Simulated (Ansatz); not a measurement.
Geometry optimisation, Ansatz, DFT PBE, scalar-relativistic, plane waves, PAW.

input.yaml

```yaml
crystal:
  lattice:
    - [8.1, 0.0, 0.0]
    - [0.0, 8.1, 0.0]
    - [0.0, 0.0, 8.1]
  atoms:
    - { symbol: Al, position: [0.5, 0.0, 0.0] }
    - { symbol: Al, position: [0.75, 0.25, 0.0] }
    - { symbol: Al, position: [0.75, 0.0, 0.25] }
    - { symbol: Al, position: [0.0, 0.0, 0.0] }
    - { symbol: Al, position: [0.25, 0.25, 0.0] }
    - { symbol: Al, position: [0.5, 0.5, 0.0] }
    - { symbol: Al, position: [0.75, 0.75, 0.0] }
    - { symbol: Al, position: [0.25, 0.0, 0.25] }
    - { symbol: Al, position: [0.5, 0.25, 0.25] }
    - { symbol: Al, position: [0.75, 0.5, 0.25] }
    - { symbol: Al, position: [0.5, 0.0, 0.5] }
    - { symbol: Al, position: [0.75, 0.25, 0.5] }
    - { symbol: Al, position: [0.75, 0.0, 0.75] }
    - { symbol: Al, position: [0.0, 0.5, 0.0] }
    - { symbol: Al, position: [0.25, 0.75, 0.0] }
    - { symbol: Al, position: [0.0, 0.25, 0.25] }
    - { symbol: Al, position: [0.25, 0.5, 0.25] }
    - { symbol: Al, position: [0.5, 0.75, 0.25] }
    - { symbol: Al, position: [0.0, 0.0, 0.5] }
    - { symbol: Al, position: [0.25, 0.25, 0.5] }
    - { symbol: Al, position: [0.5, 0.5, 0.5] }
    - { symbol: Al, position: [0.75, 0.75, 0.5] }
    - { symbol: Al, position: [0.25, 0.0, 0.75] }
    - { symbol: Al, position: [0.5, 0.25, 0.75] }
    - { symbol: Al, position: [0.75, 0.5, 0.75] }
    - { symbol: Al, position: [0.0, 0.75, 0.25] }
    - { symbol: Al, position: [0.0, 0.5, 0.5] }
    - { symbol: Al, position: [0.25, 0.75, 0.5] }
    - { symbol: Al, position: [0.0, 0.25, 0.75] }
    - { symbol: Al, position: [0.25, 0.5, 0.75] }
    - { symbol: Al, position: [0.5, 0.75, 0.75] }
    - { symbol: Al, position: [0.0, 0.75, 0.75] }
    - { symbol: Cu, position: [0.6256091, 0.6236357, 0.1221036] }
basis:
  ecutwfc: 420.0
kpoints:
  mp_grid: { grid: [2, 2, 2] }
hamiltonian:
  xc: pbe
scf:
  occupations: { method: fermi_dirac, width: 0.1 }
  lower_state_search: "off"
relax:
  f_tol: 0.08
  max_steps: 25
  adjacent_minimum: "off"
output:
  write_density: true
  write_potential: true
  elf: true
  volumetric_format: npy
```

Run as:

```bash
$ ansatz run input.yaml --threads 2 --pin off --max-ram 5120MiB --backend cpu --events-out ev --progress --plain --runs-dir out
```

Where does it end, and by what steps?

The forces met the threshold. Limits of this set-up: coarse k mesh, a small cell, in which the defect meets its images, a typed lattice constant that wasn't relaxed here. After 11 steps the energy has fallen by 11.689 eV; Cu33 moved furthest, 1.66 Å. The start is strongly strained (largest force component 8 eV/Å), so its close contacts needn't be bonds. Parted: Al18–Cu33 (1.78 → 3.53 Å). Joined: Al2–Cu33 (3.34 → 2.35 Å), Al14–Cu33 (3.34 → 2.35 Å), Al25–Cu33 (3.33 → 2.35 Å).

| step | energy less start (eV) | largest force component (eV/Å) | accepted |
| --- | --- | --- | --- |
| 0 | 0.0000 | 8.361 | yes |
| 1 | -7.1433 | 3.570 | yes |
| 2 | -9.8495 | 0.895 | yes |
| 3 | -10.2366 | 0.220 | yes |
| 4 | -10.3561 | 0.448 | yes |
| 5 | -10.5541 | 0.627 | yes |
| 6 | -10.8352 | 0.700 | yes |
| 7 | -11.1408 | 0.688 | yes |
| 8 | -11.4047 | 0.400 | yes |
| 9 | -11.5700 | 0.172 | yes |
| 10 | -11.6649 | 0.092 | yes |
| 11 | -11.6893 | 0.011 | yes |

```xyz
33
Lattice="8.1000 0.0000 0.0000 0.0000 8.1000 0.0000 0.0000 0.0000 8.1000" Properties=species:S:1:pos:R:3
Al 3.941 0.033 0.030
Al 6.046 1.738 0.028
Al 6.044 0.033 2.134
Al 0.051 0.034 0.030
Al 1.991 1.974 0.030
Al 3.685 4.075 0.025
Al 6.050 6.440 0.025
Al 1.997 0.028 2.082
Al 3.993 2.029 2.082
Al 6.049 4.076 2.389
Al 3.993 0.028 4.077
Al 6.045 1.974 4.083
Al 6.044 0.033 6.024
Al 0.287 4.078 0.028
Al 1.992 6.184 0.030
Al -0.001 2.026 2.085
Al 1.992 4.081 2.134
Al 3.998 6.127 2.076
Al -0.003 0.029 4.078
Al 1.996 2.027 4.078
Al 3.941 4.080 4.082
Al 6.044 6.184 4.082
Al 1.996 0.029 6.077
Al 3.989 2.025 6.075
Al 6.046 4.078 5.788
Al -0.004 6.132 2.082
Al 0.051 4.080 4.083
Al 1.997 6.132 4.077
Al 0.000 2.025 6.074
Al 1.991 4.081 6.024
Al 3.993 6.132 6.078
Al -0.001 6.136 6.075
Cu 6.033 4.091 0.041
```

Whether the end is a true minimum wasn't checked by a vibrational analysis.

Run time: 3 min on 2 threads of Arm Neoverse V1, with other jobs on the host, peak memory 1.1 GiB.
